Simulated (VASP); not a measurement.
# Al (Fm-3m) in VASP: further runs, part 2 of 3

VASP 6.6.1.

## 3. Band structure, PW91

Input file POSCAR:

```
Al
1.0
    0.0000000000      2.0248050000      2.0248050000
    2.0248050000      0.0000000000      2.0248050000
    2.0248050000      2.0248050000      0.0000000000
Al
1
Direct
    0.0000000000      0.0000000000      0.0000000000
```

Input file INCAR.step1:

```
PREC = Accurate
ENCUT = 520
EDIFF = 1E-7
ISMEAR = -1
SIGMA = 0.05
LREAL = False
LASPH = True
NELM = 100
ALGO = Normal
ISIF = 2
LWAVE = False
LCHARG = True
GGA = 91
NBANDS = 8
```

Input file KPOINTS.step1:

```
Automatic mesh
0
Gamma
  11 11 11
```

Input file INCAR.step2:

```
PREC = Accurate
ENCUT = 520
EDIFF = 1E-7
ISMEAR = 0
SIGMA = 0.05
LREAL = False
LASPH = True
NELM = 100
ALGO = Normal
ISIF = 2
LWAVE = False
LCHARG = False
GGA = 91
NBANDS = 8
ICHARG = 11
```

Input file KPOINTS.step2:

```
path GXWKGLUWLK,UX
15
line-mode
reciprocal
 0.0000000000  0.0000000000  0.0000000000  G
 0.5000000000  0.0000000000  0.5000000000  X

 0.5000000000  0.0000000000  0.5000000000  X
 0.5000000000  0.2500000000  0.7500000000  W

 0.5000000000  0.2500000000  0.7500000000  W
 0.3750000000  0.3750000000  0.7500000000  K

 0.3750000000  0.3750000000  0.7500000000  K
 0.0000000000  0.0000000000  0.0000000000  G

 0.0000000000  0.0000000000  0.0000000000  G
 0.5000000000  0.5000000000  0.5000000000  L

 0.5000000000  0.5000000000  0.5000000000  L
 0.6250000000  0.2500000000  0.6250000000  U

 0.6250000000  0.2500000000  0.6250000000  U
 0.5000000000  0.2500000000  0.7500000000  W

 0.5000000000  0.2500000000  0.7500000000  W
 0.5000000000  0.5000000000  0.5000000000  L

 0.5000000000  0.5000000000  0.5000000000  L
 0.3750000000  0.3750000000  0.7500000000  K

 0.6250000000  0.2500000000  0.6250000000  U
 0.5000000000  0.0000000000  0.5000000000  X
```

Potentials or basis: VASP PAW PBE potentials, release 64 (Al).

The run is started by

```bash
$ cat potpaw_PBE.64/Al/POTCAR > POTCAR
$ cp INCAR.step1 INCAR
$ cp KPOINTS.step1 KPOINTS
$ mpirun -np 1 vasp_std > vasp.out
$ cp INCAR.step2 INCAR
$ cp KPOINTS.step2 KPOINTS
$ mpirun -np 1 vasp_std > vasp.out
```

OUTCAR:

```text
PREC = Accurate
   ENCUT = 520
   EDIFF = 1E-7
   ISMEAR = 0
   LREAL = False
   LASPH = True
   NELM = 100
   ISIF = 2
   GGA = 91
   ICHARG = 11

 ion  position               nearest neighbor table
   1  0.000  0.000  0.000-

  LATTYP: Found a face centered cubic cell.
 ALAT       =     4.0496100000

  Lattice vectors:

 A1 = (   0.0000000000,   2.0248050000,   2.0248050000)
 A2 = (   2.0248050000,   0.0000000000,   2.0248050000)
 A3 = (   2.0248050000,   2.0248050000,   0.0000000000)

Analysis of symmetry for initial positions (statically):
=====================================================================
 Subroutine PRICEL returns:
 Original cell was already a primitive cell.

 Routine SETGRP: Setting up the symmetry group for a
 face centered cubic supercell.

 Subroutine GETGRP returns: Found 48 space group operations
 (whereof 48 operations were pure point group operations)
 out of a pool of 48 trial point group operations.

The static configuration has the point symmetry O_h .

Analysis of symmetry for dynamics (positions and initial velocities):
=====================================================================
 Subroutine PRICEL returns:
 Original cell was already a primitive cell.

 Routine SETGRP: Setting up the symmetry group for a
 face centered cubic supercell.

 Subroutine GETGRP returns: Found 48 space group operations
 (whereof 48 operations were pure point group operations)
 out of a pool of 48 trial point group operations.

The dynamic configuration has the point symmetry O_h .

 Subroutine INISYM returns: Found 48 space group operations
 (whereof 48 operations are pure point group operations),
 and found     1 'primitive' translations

----------------------------------------------------------------------------------------

                                     Primitive cell

  volume of cell :      16.6027

  direct lattice vectors                    reciprocal lattice vectors
     0.000000000  2.024805000  2.024805000    -0.246937359  0.246937359  0.246937359
     2.024805000  0.000000000  2.024805000     0.246937359 -0.246937359  0.246937359
     2.024805000  2.024805000  0.000000000     0.246937359  0.246937359 -0.246937359

  length of vectors
     2.863506692  2.863506692  2.863506692     0.427708053  0.427708053  0.427708053

  position of ions in fractional coordinates (direct lattice)
     0.000000000  0.000000000  0.000000000

  ion indices of the primitive-cell ions
   primitive index   ion index
                 1           1

----------------------------------------------------------------------------------------

 KPOINTS: path GXWKGLUWLK,UX

Interpolating k-points between supplied coordinates.

 Line segments in fractional coordinates (reciprocal lattice):
    0.000000  0.000000  0.000000  ...  0.500000  0.000000  0.500000
    0.500000  0.000000  0.500000  ...  0.500000  0.250000  0.750000
    0.500000  0.250000  0.750000  ...  0.375000  0.375000  0.750000
    0.375000  0.375000  0.750000  ...  0.000000  0.000000  0.000000
    0.000000  0.000000  0.000000  ...  0.500000  0.500000  0.500000
    0.500000  0.500000  0.500000  ...  0.625000  0.250000  0.625000
    0.625000  0.250000  0.625000  ...  0.500000  0.250000  0.750000
    0.500000  0.250000  0.750000  ...  0.500000  0.500000  0.500000
    0.500000  0.500000  0.500000  ...  0.375000  0.375000  0.750000
    0.625000  0.250000  0.625000  ...  0.500000  0.000000  0.500000

 Generated    15 points on each line segment, for a total of    150 k-points:

 Following reciprocal coordinates:
            Coordinates               Weight
  0.000000  0.000000  0.000000      0.006667
  0.035714  0.000000  0.035714      0.006667
  0.071429  0.000000  0.071429      0.006667
  0.107143  0.000000  0.107143      0.006667
  0.142857  0.000000  0.142857      0.006667
  0.178571  0.000000  0.178571      0.006667
[... 16 lines left out ...]
  0.500000  0.125000  0.625000      0.006667
  0.500000  0.142857  0.642857      0.006667
 [... further k-points ...]
   k-points           NKPTS =    150   k-points in BZ     NKDIM =    150   number of bands    NBANDS=      8
   number of dos      NEDOS =    301   number of ions     NIONS =      1
   total plane-waves  NPLWV =  13824
   dimension x,y,z NGX =    24 NGY =   24 NGZ =   24
   dimension x,y,z NGXF=    48 NGYF=   48 NGZF=   48
   ions per type =               1
   NGX,Y,Z   is equivalent  to a cutoff of  13.93, 13.93, 13.93 a.u.
   NGXF,Y,Z  is equivalent  to a cutoff of  27.87, 27.87, 27.87 a.u.
 SYSTEM =  unknown system
   PREC   = accura    normal or accurate (medium, high low for compatibility)
   ISTART =      0    job   : 0-new  1-cont  2-samecut
   ICHARG =     11    charge: 1-file 2-atom 10-const
   ISPIN  =      1    spin polarized calculation?
   LNONCOLLINEAR =      F non collinear calculations
   LSORBIT =      F    spin-orbit coupling
   LASPH  =      T    aspherical Exc in radial PAW
   ENCUT  =  520.0 eV  38.22 Ry    6.18 a.u.   5.32  5.32  5.32*2*pi/ulx,y,z
   NELM   =    100;   NELMIN=  2; NELMDL=  0     # of ELM steps
   EDIFF  = 0.1E-06   stopping-criterion for ELM
   LREAL  =      F    real-space projection
   EDIFFG = 0.1E-05   stopping-criterion for IOM
   NSW    =      0    number of steps for IOM
   IBRION =     -1    ionic relax: 0-MD 1-quasi-New 2-CG
   NFREE  =      0    steps in history (QN), initial steepest desc. (CG)
   ISIF   =      2    stress and relaxation
   ISYM   =      2    0-nonsym 1-usesym 2-fastsym
   POTIM  = 0.5000    time-step for ionic-motion
   TEBEG  =    0.0;   TEEND  =   0.0 temperature during run
   PSTRESS=    0.0 pullay stress
   NELECT =       3.0000    total number of electrons
   NUPDOWN=      -1.0000    fix difference up-down
   EMIN   =  10.00;   EMAX   =-10.00  energy-range for DOS
   EFERMI =   0.00;   METHOD = LEGACY
   ISMEAR =     0;   SIGMA  =   0.05  broadening in eV -4-tet -1-fermi 0-gaus
   EFERMI_NEDOS =   21; number of points for ismear=-14 and -15
   IALGO  =     38    algorithm
   IMIX   =      4    mixing-type and parameters
     AMIX     =   0.40;   BMIX     =  1.00
     AMIX_MAG =   1.60;   BMIX_MAG =  1.00
  volume/ion in A,a.u.               =      16.60       112.04
  Fermi-wavevector in a.u.,A,eV,Ry     =   0.925526  1.748991 11.654733  0.856599
  Thomas-Fermi vector in A             =   2.051390
   LORBIT       =      0    0 simple, 1 ext, 2 COOP (PROOUT), +10 PAW based schemes
   GGA     = 91    functional components
   LHFCALC =     F    Hartree Fock is set to
   AEXX    =    0.0000 exact exchange contribution
   IVDW    =     0    specifies the selected vdW correction
   LEPSILON=     F    determine dielectric tensor
   LRPA    =     F    only Hartree local field effects (RPA)
 non-spin polarized calculation
 Gauss-broadening in eV      SIGMA  =   0.05
  energy-cutoff  :      520.00
  volume of cell :       16.60
 maximum number of plane-waves:       459
 NGX is ok and might be reduce to    24

 number of electron       3.0000000 magnetization

 Free energy of the ion-electron system (eV)
  ---------------------------------------------------
  ext. energy  EPLUGINS =         0.00000000
  ---------------------------------------------------
  free energy    TOTEN  =        -1.58158736 eV

  energy without entropy =       -1.58015407  energy(sigma->0) =       -1.58087071

 E-fermi :   6.8095     XC(G=0): -10.1860

 val. band max:        6.7999131726   @ k =   0.5179   0.2500   0.7321
 cond. band min:       6.8146423143   @ k =   0.5625   0.2500   0.6875
 fundamental gap:      0.0147291418
 Fermi energy:         6.8094772452

 k-point     1 :       0.0000    0.0000    0.0000
  band No.  band energies     occupation
      1      -3.1641      2.00000
      2      20.4857      0.00000
      3      20.4857      0.00000
      4      20.4857      0.00000
      5      21.8965      0.00000
      6      21.8965      0.00000
      7      21.8965      0.00000
      8      24.3574      0.00000
[... 243 lines left out ...]
 k-point    24 :       0.5000    0.1429    0.6429
  band No.  band energies     occupation
      1       5.6804      2.00000
      2       7.0340      0.00000
      3       9.2357      0.00000
      4      10.7561      0.00000
      5      18.7571      0.00000
      6      20.7143      0.00000
      7      29.1007      0.00000
      8      29.8255      0.00000

 [... further k-points ...]

------------------------ aborting loop because EDIFF is reached ----------------------------------------

  FORCE on cell =-STRESS in cart. coord.  units (eV):
  Direction    XX          YY          ZZ          XY          YZ          ZX
  --------------------------------------------------------------------------------------
  -------------------------------------------------------------------------------------
  Total        0.8283063      0.8283063      0.8283063      0.0000000     -0.0000000     -0.0000000
  in kB       79.9322299     79.9322299     79.9322299      0.0000000     -0.0000000     -0.0000000
  external PRESSURE =      79.9322299 kB  Pullay stress =       0.0000000 kB

 VOLUME and BASIS-vectors are now :
 -----------------------------------------------------------------------------
  energy-cutoff  :      520.00
  volume of cell :       16.60
      direct lattice vectors                 reciprocal lattice vectors
     0.000000000  2.024805000  2.024805000    -0.246937359  0.246937359  0.246937359
     2.024805000  0.000000000  2.024805000     0.246937359 -0.246937359  0.246937359
     2.024805000  2.024805000  0.000000000     0.246937359  0.246937359 -0.246937359

 POSITION                                       TOTAL-FORCE (eV/Angst)
 -----------------------------------------------------------------------------------
      0.00000      0.00000      0.00000         0.000000      0.000000      0.000000
 -----------------------------------------------------------------------------------
    total drift:                               -0.000000      0.000000      0.000000

  FREE ENERGIE OF THE ION-ELECTRON SYSTEM (eV)
  ---------------------------------------------------
  free  energy   TOTEN  =        -1.5815873564 eV

  energy  without entropy=       -1.5801540684  energy(sigma->0) =       -1.58087071
```

Wall time 8.8 s (1 thread of Intel Xeon Platinum 8488C (Sapphire Rapids), shared host); peak memory 0.13 GiB.

Results:

```
Band gap along the path : none (metal or under the smearing width)
```

Levels at the corners of the path, in eV from the Fermi level:
```csv
point,band 1,band 2,band 3,band 4,band 5
Γ,-11.10,12.55,12.55,12.55,13.96
X,-2.93,-1.60,5.24,5.53,5.53
X,-2.93,-1.60,5.24,5.53,5.53
W,-0.86,-0.86,0.20,1.03,15.73
W,-0.86,-0.86,0.20,1.03,15.73
K,-1.89,-1.36,-0.43,6.50,8.15
K,-1.89,-1.36,-0.43,6.50,8.15
Γ,-11.10,12.55,12.55,12.55,13.96
Γ,-11.10,12.55,12.55,12.55,13.96
L,-4.57,-4.40,11.28,11.28,11.42
L,-4.57,-4.40,11.28,11.28,11.42
U,-1.89,-1.36,-0.43,6.50,8.15
U,-1.89,-1.36,-0.43,6.50,8.15
W,-0.86,-0.86,0.20,1.03,15.73
W,-0.86,-0.86,0.20,1.03,15.73
L,-4.57,-4.40,11.28,11.28,11.42
L,-4.57,-4.40,11.28,11.28,11.42
K,-1.89,-1.36,-0.43,6.50,8.15
U,-1.89,-1.36,-0.43,6.50,8.15
X,-2.93,-1.60,5.24,5.53,5.53
```

Caveat: the log is that of the step along the path at fixed density, whose energy, stress, charges and moments have no meaning; the PAW data sets were made with another functional, which shifts forces and pressure a little.

[end of part 2 of 3]
